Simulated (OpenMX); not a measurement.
Runs of OpenMX 3.8.5 on Sb. Symmetry: Im-3m, No. 229, cubic system. The conventional cell has a = 3.792 Å, b = 3.792 Å, c = 3.792 Å, α = 90.00°, β = 90.00°, γ = 90.00°. Sb (site symmetry m-3m) has 8 Sb at 3.28 Å as nearest neighbours. This isn't the form of Sb at room conditions, which is rhombohedral.

```tsv
level	cell	gap on the mesh (eV)	pressure (GPa)
PBE	Im-3m, 27.26 Å³/atom	none	(a)
PBE+D3(BJ)	Im-3m, 26.21 Å³/atom	none	1.2
PBE	Im-3m, 23.07 Å³/atom	none	17.5
PBE	Im-3m, 26.21 Å³/atom	none	4.4
PBE	Im-3m, 24.12 Å³/atom	none	(b)
PBE+D4	Im-3m, 26.21 Å³/atom	none	1.2
PBE	Im-3m, 28.31 Å³/atom	none	0.4
```

Alike in all rows: task single point; potentials or basis OpenMX 2013 PBE set, Sb7.0-s3p2d2, grid cutoff 500 Ry; no spin polarisation; k mesh 7 × 7 × 7; smearing fermi-dirac 0.05 eV.

Fill in the values left out.

(a) 2.1; (b) 11.7.

Caveats: the basis has few d functions beyond the semicore shells, which can make volumes several per cent too large; the basis of atomic orbitals isn't converged, which shifts pressures, moduli and gaps; pairwise dispersion overbinds metals, which lowers pressure and volume (some runs).

A k mesh can miss the band edges, and the runs leave out spin-orbit coupling on Sb.

A gap of «none» marks a metal or a gap under the smearing width.
